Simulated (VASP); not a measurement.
A run of VASP 6.6.1 is set up as follows.

The input INCAR:

```
SYSTEM = InPd
  ALGO = Fast
  EDIFF = 1E-6
  EDIFFG = -0.005
  ENCUT = 600
  GGA = PE
  IBRION = 2
  ISIF = 3
  ISMEAR = -1
  LASPH = .TRUE.
  LCHARG = .FALSE.
  LREAL = .FALSE.
  LWAVE = .FALSE.
  NELM = 100
  NSW = 40
  PREC = Accurate
  PSTRESS = 0
  SIGMA = 0.05
```

File KPOINTS:

```
k-points
0
G
  8 8 8
  0 0 0
```

The input POSCAR:

```
InPd
1.0
    0.0000000000      2.7460700000      2.7460700000
    2.7460700000      0.0000000000      2.7460700000
    2.7460700000      2.7460700000      0.0000000000
In Pd
1 1
Direct
    0.0000000000      0.0000000000      0.0000000000
    0.5000000000      0.5000000000      0.5000000000
```

Potentials or basis: VASP PAW PBE potentials, release 64 (In_d, Pd).

The run is started by

```sh
$ cat potpaw_PBE.64/In_d/POTCAR potpaw_PBE.64/Pd/POTCAR > POTCAR
$ mpirun -np 1 vasp_std > vasp.out
```

What does it give for the relaxed volume?

20.76 Å³/atom.

What does it give for the band gap on the k mesh?

None (metal or under the smearing width).

Final structure:
```cif
data_structure
_symmetry_space_group_name_H-M 'P 1'
_symmetry_Int_Tables_number 1
_cell_length_a 3.8868
_cell_length_b 3.8868
_cell_length_c 3.8868
_cell_angle_alpha 60.000
_cell_angle_beta 60.000
_cell_angle_gamma 60.000
_cell_volume 41.52
loop_
_atom_site_label
_atom_site_type_symbol
_atom_site_fract_x
_atom_site_fract_y
_atom_site_fract_z
_atom_site_occupancy
In1 In 0.00000 0.00000 0.00000 1
Pd1 Pd 0.50000 0.50000 0.50000 1
```
